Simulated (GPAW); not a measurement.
Crystal: PbSe (Clausthalite).

```
CELL_PARAMETERS angstrom
0.00000 3.06065 3.06065
3.06065 0.00000 3.06065
3.06065 3.06065 0.00000
ATOMIC_POSITIONS crystal
Pb 0.00000 0.00000 0.00000
Se 0.50000 0.50000 0.50000
```

Program: GPAW 26.7.0. Alike in all runs: cell as given; cutoff (eV) 600.

Question: Order these runs on this cell by their pressure, lowest first.
A. level TASK; potentials or basis GPAW PAW data sets (gpaw-data 1.2.1), pw; spin SOC, no magnetisation; k mesh 6 × 6 × 6; smearing fermi-dirac 0.05 eV; band path GXWKGLUWLK,UX; band points 100; spin axis theta (degrees) 90; spin axis phi (degrees) 0
B. level revTPSS; potentials or basis GPAW PAW data sets (gpaw-data 1.2.1), pw; spin SOC, no magnetisation; k mesh 6 × 6 × 6; smearing fermi-dirac 0.05 eV; band path GXWKGLUWLK,UX; band points 60; spin axis theta (degrees) 0; spin axis phi (degrees) 0; eigensolver davidson
C. level M06-L; potentials or basis GPAW PAW data sets (gpaw-data 1.2.1), pw; spin SOC, no magnetisation; k mesh 6 × 6 × 6; smearing fermi-dirac 0.05 eV; band path GXWKGLUWLK,UX; band points 80; spin axis theta (degrees) 0; spin axis phi (degrees) 0
D. level LDA; potentials or basis the program's PAW data sets (release 1.2.1) made for this functional, pw; spin off; k mesh 8 × 8 × 8; smearing fermi-dirac 0.05 eV; band path GXWKGLUWLK,UX; band points 100
E. level PBE; potentials or basis GPAW PAW data sets (gpaw-data 1.2.1), pw; spin off; k mesh 8 × 8 × 8; smearing gaussian 0.1 eV

Answer: D (-2.3 GPa), B (0.6 GPa), E (2.2 GPa), C (5.1 GPa), A (7.0 GPa).

Caveats: spin-orbit coupling was added after a scalar SCF, so levels and gaps hold it while energy, forces, pressure and moments don't (some runs); the PAW data sets were made with another functional, which shifts forces and pressure a little (some runs).

Not every run made on this cell is shown here.
